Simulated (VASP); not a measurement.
# CdS (F-43m) in VASP: further runs

Runs on CdS. Level: PBEsol. Tasks: relaxation of cell and atoms.

Everything below comes from runs of VASP 6.6.1. Logs are shortened: lines on timing, memory, paths and dates and some standing lists are left out, and cuts for length are marked.

**1. The structure**

Symmetry: F-43m, No. 216, cubic system. Conventional cell: a = 5.833 Å, b = 5.833 Å, c = 5.833 Å, α = 90.00°, β = 90.00°, γ = 90.00°. Cd (site symmetry -43m) has 4 S at 2.53 Å as nearest neighbours. S (site symmetry -43m) has 4 Cd at 2.53 Å as nearest neighbours.

**2. Relaxation of cell and atoms, PBEsol**

Input file INCAR:

```
SYSTEM = CdS
  ALGO = Normal
  EDIFF = 1E-6
  EDIFFG = -0.01
  ENCUT = 600
  GGA = PS
  IBRION = 2
  ISIF = 3
  ISMEAR = 0
  LASPH = .TRUE.
  LCHARG = .FALSE.
  LREAL = .FALSE.
  LWAVE = .FALSE.
  NELM = 80
  NSW = 90
  PREC = Accurate
  SIGMA = 0.03
```

Input file KPOINTS:

```
k-points
0
G
  8 8 8
  0 0 0
```

Input file POSCAR:

```
CdS
1.0
    0.0000000000      2.9165000000      2.9165000000
    2.9165000000      0.0000000000      2.9165000000
    2.9165000000      2.9165000000      0.0000000000
Cd S
1 1
Direct
    0.0000000000      0.0000000000      0.0000000000
    0.2500000000      0.2500000000      0.2500000000
```

Potentials or basis: VASP PAW PBE potentials, release 64 (Cd, S).

The run is started by

```
$ cat potpaw_PBE.64/Cd/POTCAR potpaw_PBE.64/S/POTCAR > POTCAR
$ mpirun -np 1 vasp_std > vasp.out
```

OUTCAR:

```text
SYSTEM = CdS
   EDIFF = 1E-6
   EDIFFG = -0.01
   ENCUT = 600
   GGA = PS
   IBRION = 2
   ISIF = 3
   ISMEAR = 0
   LASPH = .TRUE.
   LREAL = .FALSE.
   NELM = 80
   NSW = 90
   PREC = Accurate

 ion  position               nearest neighbor table
   1  0.000  0.000  0.000-   2 2.53   2 2.53   2 2.53   2 2.53
   2  0.250  0.250  0.250-   1 2.53   1 2.53   1 2.53   1 2.53

  LATTYP: Found a face centered cubic cell.
 ALAT       =     5.8330000000

  Lattice vectors:

 A1 = (   0.0000000000,   2.9165000000,   2.9165000000)
 A2 = (   2.9165000000,   0.0000000000,   2.9165000000)
 A3 = (   2.9165000000,   2.9165000000,   0.0000000000)

Analysis of symmetry for initial positions (statically):
=====================================================================
 Subroutine PRICEL returns:
 Original cell was already a primitive cell.

 Routine SETGRP: Setting up the symmetry group for a
 face centered cubic supercell.

 Subroutine GETGRP returns: Found 24 space group operations
 (whereof 24 operations were pure point group operations)
 out of a pool of 48 trial point group operations.

The static configuration has the point symmetry T_d .

Analysis of symmetry for dynamics (positions and initial velocities):
=====================================================================
 Subroutine PRICEL returns:
 Original cell was already a primitive cell.

 Routine SETGRP: Setting up the symmetry group for a
 face centered cubic supercell.

 Subroutine GETGRP returns: Found 24 space group operations
 (whereof 24 operations were pure point group operations)
 out of a pool of 48 trial point group operations.

The dynamic configuration has the point symmetry T_d .

 Subroutine INISYM returns: Found 24 space group operations
 (whereof 24 operations are pure point group operations),
 and found     1 'primitive' translations

----------------------------------------------------------------------------------------

                                     Primitive cell

  volume of cell :      49.6153

  direct lattice vectors                    reciprocal lattice vectors
     0.000000000  2.916500000  2.916500000    -0.171438368  0.171438368  0.171438368
     2.916500000  0.000000000  2.916500000     0.171438368 -0.171438368  0.171438368
     2.916500000  2.916500000  0.000000000     0.171438368  0.171438368 -0.171438368

  length of vectors
     4.124553855  4.124553855  4.124553855     0.296939964  0.296939964  0.296939964

  position of ions in fractional coordinates (direct lattice)
     0.000000000  0.000000000  0.000000000
     0.250000000  0.250000000  0.250000000

  ion indices of the primitive-cell ions
   primitive index   ion index
                 1           1
                 2           2

----------------------------------------------------------------------------------------

 KPOINTS: k-points

Automatic generation of k-mesh.
 Grid dimensions read from file:
 generate k-points for:    8    8    8

 Generating k-lattice:

  Cartesian coordinates                     Fractional coordinates (reciprocal lattice)
    -0.021429796  0.021429796  0.021429796     0.125000000  0.000000000  0.000000000
     0.021429796 -0.021429796  0.021429796     0.000000000  0.125000000  0.000000000
     0.021429796  0.021429796 -0.021429796     0.000000000  0.000000000  0.125000000

  Length of vectors
     0.037117495  0.037117495  0.037117495

  Shift w.r.t. Gamma in fractional coordinates (k-lattice)
     0.000000000  0.000000000  0.000000000

 Subroutine IBZKPT returns following result:
[... 54 lines left out ...]
   NFREE  =      1    steps in history (QN), initial steepest desc. (CG)
   ISIF   =      3    stress and relaxation
   ISYM   =      2    0-nonsym 1-usesym 2-fastsym
   POTIM  = 0.5000    time-step for ionic-motion
   TEBEG  =    0.0;   TEEND  =   0.0 temperature during run
   PSTRESS=    0.0 pullay stress
   NELECT =      18.0000    total number of electrons
   NUPDOWN=      -1.0000    fix difference up-down
   EMIN   =  10.00;   EMAX   =-10.00  energy-range for DOS
   EFERMI =   0.00;   METHOD = LEGACY
   ISMEAR =     0;   SIGMA  =   0.03  broadening in eV -4-tet -1-fermi 0-gaus
   EFERMI_NEDOS =   21; number of points for ismear=-14 and -15
   IALGO  =     38    algorithm
   IMIX   =      4    mixing-type and parameters
     AMIX     =   0.40;   BMIX     =  1.00
     AMIX_MAG =   1.60;   BMIX_MAG =  1.00
  volume/ion in A,a.u.               =      24.81       167.41
  Fermi-wavevector in a.u.,A,eV,Ry     =   1.167599  2.206442 18.548649  1.363287
  Thomas-Fermi vector in A             =   2.304097
   LORBIT       =      0    0 simple, 1 ext, 2 COOP (PROOUT), +10 PAW based schemes
   GGA     = PS    functional components
   LHFCALC =     F    Hartree Fock is set to
   AEXX    =    0.0000 exact exchange contribution
   IVDW    =     0    specifies the selected vdW correction
   LEPSILON=     F    determine dielectric tensor
   LRPA    =     F    only Hartree local field effects (RPA)
 conjugate gradient relaxation of ions
 non-spin polarized calculation
 Gauss-broadening in eV      SIGMA  =   0.03
  energy-cutoff  :      600.00
  volume of cell :       49.62
 maximum number of plane-waves:      1676
 NGX is ok and might be reduce to    36
   NGX = 17   NGY = 17   NGZ = 17

--------------------------------------- Ionic step        1  -------------------------------------------

 number of electron      17.9999999 magnetization

 Free energy of the ion-electron system (eV)
  ---------------------------------------------------
  ext. energy  EPLUGINS =         0.00000000
  ---------------------------------------------------
  free energy    TOTEN  =        -6.81366467 eV

  energy without entropy =       -6.81366467  energy(sigma->0) =       -6.81366467

------------------------ aborting loop because EDIFF is reached ----------------------------------------

  FORCE on cell =-STRESS in cart. coord.  units (eV):
  Direction    XX          YY          ZZ          XY          YZ          ZX
  --------------------------------------------------------------------------------------
  -------------------------------------------------------------------------------------
  Total        0.0278737      0.0278737      0.0278737      0.0000000      0.0000000      0.0000000
  in kB        0.9000972      0.9000972      0.9000972      0.0000000      0.0000000      0.0000000
  external PRESSURE =       0.9000972 kB  Pullay stress =       0.0000000 kB

 VOLUME and BASIS-vectors are now :
 -----------------------------------------------------------------------------
  energy-cutoff  :      600.00
  volume of cell :       49.62
      direct lattice vectors                 reciprocal lattice vectors
     0.000000000  2.916500000  2.916500000    -0.171438368  0.171438368  0.171438368
     2.916500000  0.000000000  2.916500000     0.171438368 -0.171438368  0.171438368
     2.916500000  2.916500000  0.000000000     0.171438368  0.171438368 -0.171438368

 POSITION                                       TOTAL-FORCE (eV/Angst)
 -----------------------------------------------------------------------------------
      0.00000      0.00000      0.00000        -0.000000     -0.000000      0.000000
      1.45825      1.45825      1.45825         0.000000      0.000000     -0.000000
 -----------------------------------------------------------------------------------
    total drift:                               -0.000000     -0.000000     -0.000000

  FREE ENERGIE OF THE ION-ELECTRON SYSTEM (eV)
  ---------------------------------------------------
  free  energy   TOTEN  =        -6.8136646705 eV

  energy  without entropy=       -6.8136646705  energy(sigma->0) =       -6.81366467

--------------------------------------- Ionic step        2  -------------------------------------------

 number of electron      17.9999999 magnetization

 Free energy of the ion-electron system (eV)
  ---------------------------------------------------
  ext. energy  EPLUGINS =         0.00000000
  ---------------------------------------------------
  free energy    TOTEN  =        -6.81367957 eV

  energy without entropy =       -6.81367957  energy(sigma->0) =       -6.81367957

 E-fermi :   1.3564     XC(G=0):  -9.3687

 val. band max:        1.1941215650   @ k =   0.0000   0.0000   0.0000
 cond. band min:       2.1983652949   @ k =   0.0000   0.0000   0.0000
 fundamental gap:      1.0042437299
 Fermi energy:         1.3564161755

 k-point     1 :       0.0000    0.0000    0.0000
  band No.  band energies     occupation
      1     -11.1777      2.00000
      2      -6.5277      2.00000
      3      -6.5277      2.00000
      4      -6.5277      2.00000
      5      -6.0423      2.00000
      6      -6.0423      2.00000
      7       1.1941      2.00000
      8       1.1941      2.00000
      9       1.1941      2.00000
     10       2.1984      0.00000
     11       7.6396      0.00000
     12       7.6396      0.00000
     13       7.6396      0.00000
[... 354 lines left out ...]
  band No.  band energies     occupation
      1     -10.6748      2.00000
      2      -6.3635      2.00000
      3      -6.3241      2.00000
      4      -6.0700      2.00000
      5      -6.0158      2.00000
      6      -5.5477      2.00000
      7      -2.9801      2.00000
      8      -0.7765      2.00000
      9      -0.0447      2.00000
     10       5.4790      0.00000
     11       6.8833      0.00000
     12       8.3109      0.00000
     13       9.4533      0.00000

 [... further k-points ...]
[... 5 lines left out ...]
  --------------------------------------------------------------------------------------
  -------------------------------------------------------------------------------------
  Total       -0.0105613     -0.0105613     -0.0105613      0.0000000     -0.0000000      0.0000000
  in kB       -0.3403576     -0.3403576     -0.3403576      0.0000000     -0.0000000      0.0000000
  external PRESSURE =      -0.3403576 kB  Pullay stress =       0.0000000 kB

 VOLUME and BASIS-vectors are now :
 -----------------------------------------------------------------------------
  energy-cutoff  :      600.00
  volume of cell :       49.72
      direct lattice vectors                 reciprocal lattice vectors
     0.000000000  2.918460911  2.918460911    -0.171323179  0.171323179  0.171323179
     2.918460911  0.000000000  2.918460911     0.171323179 -0.171323179  0.171323179
     2.918460911  2.918460911 -0.000000000     0.171323179  0.171323179 -0.171323179

 POSITION                                       TOTAL-FORCE (eV/Angst)
 -----------------------------------------------------------------------------------
      2.91846      5.83692      2.91846         0.000000      0.000000     -0.000000
      1.45923      1.45923      1.45923        -0.000000     -0.000000      0.000000
 -----------------------------------------------------------------------------------
    total drift:                               -0.000000     -0.000000     -0.000000

  FREE ENERGIE OF THE ION-ELECTRON SYSTEM (eV)
  ---------------------------------------------------
  free  energy   TOTEN  =        -6.8136795676 eV

  energy  without entropy=       -6.8136795676  energy(sigma->0) =       -6.81367957

 reached required accuracy - stopping structural energy minimisation
```

Wall time 14 s (1 thread of Intel Xeon 6975P-C (Granite Rapids), shared host); peak memory 0.22 GiB.

Results:

| Item | Value |
| --- | --- |
| Free energy | -6.8137 eV |
| Relaxed volume | 24.86 Å³/atom |
| Relaxed cell | a = 4.127 Å, b = 4.127 Å, c = 4.127 Å, α = 60.00°, β = 60.00°, γ = 60.00° |
| Space group after relaxing (to 0.05 Å) | F-43m (No. 216) |
| Energy gained by relaxing | 0.0 meV/atom |
| Ionic steps | 2 |
| Pressure after relaxing | 0.0 GPa |
| Band gap on the k mesh | 1.00 eV, direct |

Final structure:
```
Cd S
1.0
     0.00000    2.91846    2.91846
     2.91846    0.00000    2.91846
     2.91846    2.91846    0.00000
Cd S
1 1
Direct
  0.00000 0.00000 0.00000
  0.25000 0.25000 0.25000
```

Caveat: the PAW data sets were made with another functional, which shifts forces and pressure a little. Expect the measured gap to be larger: semilocal functionals such as PBEsol lack the derivative discontinuity.

**3. Relaxation of cell and atoms, PBEsol**

This run uses another cell than the first one, of 24.86 Å³/atom, 1.002 times its volume.

Edit INCAR of step 2 so:

```diff
@@ -2,4 +2,4 @@
   ALGO = Normal
-  EDIFF = 1E-6
-  EDIFFG = -0.01
+  EDIFF = 1E-7
+  EDIFFG = -0.005
   ENCUT = 600
```

KPOINTS is that of step 2.

Input file POSCAR:

```
CdS                                     
1.0
    0.0000000000      2.9184609114      2.9184609114
    2.9184609114      0.0000000000      2.9184609114
    2.9184609114      2.9184609114     -0.0000000000
  Cd              S             
     1     1
Direct
     1.0000000000000000    0.0000000000000000    1.0000000000000000
     0.2500000000000000    0.2500000000000000    0.2500000000000000
```

Potentials or basis: VASP PAW PBE potentials, release 64 (Cd, S).

The run is started by

```
$ cat potpaw_PBE.64/Cd/POTCAR potpaw_PBE.64/S/POTCAR > POTCAR
$ mpirun -np 1 vasp_std > vasp.out
```

Run time: 15 s. Hardware: 1 thread of Intel Xeon 6975P-C (Granite Rapids), shared host; peak memory 0.22 GiB.

Results (log left out):

- Free energy: -6.8137 eV
- Relaxed volume: 24.84 Å³/atom
- Relaxed cell: a = 4.126 Å, b = 4.126 Å, c = 4.126 Å, α = 60.00°, β = 60.00°, γ = 60.00°
- Space group after relaxing (to 0.05 Å): F-43m (No. 216)
- Energy gained by relaxing: 0.0 meV/atom
- Ionic steps: 2
- Pressure after relaxing: 0.0 GPa
- Band gap on the k mesh: 1.01 eV, direct

Final structure:
```xyz
2
Lattice="0.0000 2.9176 2.9176 2.9176 0.0000 2.9176 2.9176 2.9176 0.0000" Properties=species:S:1:pos:R:3 pbc="T T T"
Cd    5.8353    5.8353    5.8353
S     1.4588    1.4588    1.4588
```

Levels at points of the mesh, in eV from the valence-band top:
| k point | band 6 | band 7 | band 8 | band 9 | band 10 | band 11 | band 12 | band 13 |
| --- | --- | --- | --- | --- | --- | --- | --- | --- |
| (0.00, 0.00, 0.00) | -7.24 | 0.00 | 0.00 | 0.00 | 1.01 | 6.45 | 6.45 | 6.45 |
| (0.50, 0.00, 0.00) | -6.86 | -4.47 | -0.76 | -0.76 | 2.89 | 6.91 | 6.91 | 7.33 |
| (0.50, 0.50, 0.00) | -6.80 | -4.01 | -1.91 | -1.91 | 3.39 | 4.25 | 9.07 | 10.66 |

Caveat: the PAW data sets were made with another functional, which shifts forces and pressure a little. As with any semilocal functional, this PBEsol gap is likely too small.

[end of part 1 of 2]
